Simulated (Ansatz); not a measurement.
# Te2Mo: a line through a two-coordinate scan

How does the energy of Te2Mo (P-3m1, No. 164; 12 atoms in the cell) vary with shift of Te1 along x, at shift of Te1 along [0 0 1] = 0.68 Å?

Method: DFT PBEsol, scalar-relativistic, plane waves, PAW, in Ansatz 0.2.0.

1 further run of the same task is left out (set aside as unsound or not needed).

## (1) The structure to begin with

It takes space group P-3m1 (No. 164, trigonal). The conventional cell has a = 3.493 Å, b = 3.493 Å, c = 37.516 Å, α = 90.00°, β = 90.00°, γ = 120.00°. Te (site symmetry 3m) is surrounded by 3 Mo at 2.71 Å. Te (site symmetry 3m) has 3 Mo at 2.70 Å as nearest neighbours. Around Mo (site symmetry 3m) lie 6 Te at 2.70 to 2.71 Å. Mo (site symmetry 3m) is surrounded by 6 Te at 2.71 Å.

As a file:

```
CELL_PARAMETERS angstrom
3.49321 0.00000 0.00000
-1.74660 3.02521 0.00000
0.00000 0.00000 37.51612
ATOMIC_POSITIONS crystal
Te 0.33333 0.66667 0.85844
Te 0.33333 0.66667 0.23184
Te 0.66667 0.33333 0.67200
Te 0.66667 0.33333 0.04531
Te 0.66667 0.33333 0.76816
Te 0.66667 0.33333 0.14156
Te 0.33333 0.66667 0.95469
Te 0.33333 0.66667 0.32800
Mo 0.33333 0.66667 0.72002
Mo 0.33333 0.66667 0.09343
Mo 0.66667 0.33333 0.90657
Mo 0.66667 0.33333 0.27998
```

It goes back to an entry of the Materials Project, which need not be the stable form.

This cell was relaxed beforehand with the same method: volume 33.04 Å³/atom, gap on the mesh 0.89 eV.

## (2) What is varied

Atoms count from 1 in the order of the input.

One atom moved over a plane, all else fixed.

First coordinate, shift of Te1 along x: 5 values from −0.68 Å. Second coordinate, shift of Te1 along [0 0 1]: 5 values from −0.68 Å.

Nothing else is relaxed (all other atoms fixed). Energies count from the relaxed crystal. Points are written as (first, second).

## (3) Point (−0.68 Å, 0.68 Å)

The input, input.yaml:

```yaml
crystal:
  lattice:
    - [3.4932091909, 0.0, 0.0]
    - [-1.7466045954, 3.0252079, 0.0]
    - [0.0, 0.0, 37.5161156315]
  atoms:
    - { symbol: Te, position: [0.1162145159, 0.507724661, 0.8765680681] }
    - { symbol: Te, position: [0.3333333333, 0.6666666667, 0.2318351738] }
    - { symbol: Te, position: [0.6666666667, 0.3333333333, 0.6719958813] }
    - { symbol: Te, position: [0.6666666667, 0.3333333333, 0.0453069351] }
    - { symbol: Te, position: [0.6666666667, 0.3333333333, 0.7681648262] }
    - { symbol: Te, position: [0.6666666667, 0.3333333333, 0.1415574758] }
    - { symbol: Te, position: [0.3333333333, 0.6666666667, 0.9546930649] }
    - { symbol: Te, position: [0.3333333333, 0.6666666667, 0.3280041187] }
    - { symbol: Mo, position: [0.3333333333, 0.6666666667, 0.7200184287] }
    - { symbol: Mo, position: [0.3333333333, 0.6666666667, 0.0934314856] }
    - { symbol: Mo, position: [0.6666666667, 0.3333333333, 0.9065685144] }
    - { symbol: Mo, position: [0.6666666667, 0.3333333333, 0.2799815713] }
basis:
  ecutwfc: 420
kpoints:
  mp_grid: { grid: [9, 9, 1] }
hamiltonian:
  xc: pbesol
  pseudopotentials: { kind: paw, azcp: { folder: soft_1 } }
scf:
  occupations: { method: gaussian, width: 0.05 }
output:
  forces: true
  stress: true
  eigenvalues: true
```

Command:

```console
ansatz run input.yaml --threads 4 --pin off --max-ram 8192MiB --backend cpu --events-out ev --progress --plain --runs-dir out
```

Further runs follow: the other points of the line.

What does the calculation give? Wanted: for each run, shift of Te1 along x; energy; slope; pressure; largest force on an atom.

**Answer**, as computed:

| shift of Te1 along x (Å) | step | energy (eV) | slope (eV per Å) | pressure (GPa) | largest force on an atom (eV/Å) |
| --- | --- | --- | --- | --- | --- |
| −0.68 | 3 | 14.21 | −36.5 | 14.2 | 52.6 |
| −0.34 | 4 | 6.01 | −13.5 | 8.5 | 20.9 |
| 0.00 | 5 | 3.94 | 0.0 | 6.9 | 11.4 |
| 0.34 | 6 | 5.29 | 6.9 | 8.0 | 15.7 |
| 0.68 | 7 | 8.31 | 9.9 | 10.2 | 25.0 |

Energies count from the relaxed crystal. Slopes come from the forces (and the stress, where the cell changes), not from differences of energies.

Along the line the energy is lowest at 0.00 Å, 3.94 eV from the zero. Energies and slopes round the minimum, fitted together, put the minimum at 0.000 Å, with a curvature of about 29 eV per Å². The well is lopsided: two grid steps out, the energy rises by 10.27 eV towards smaller values and 4.37 eV towards larger ones. The highest point computed, at −0.68 Å, lies 10.27 eV above the lowest. This is one cut through a surface in two coordinates; the map's lowest point lies off it. The host is rigid and the atom is kept to this plane, so wells and barriers of the map are not those of diffusion. The gap on the mesh closes on part of the grid. Spin-orbit coupling is left out for Te. Where forces pass 15 eV/Å atoms stand far too close, the PAW spheres overlap strongly and those numbers are rough.

These are semilocal Kohn-Sham gaps, which aren't the measured quantity. Such gaps usually fall short of the measured ones; spin-orbit coupling, left out here, narrows gaps with Te, so the two errors partly cancel.
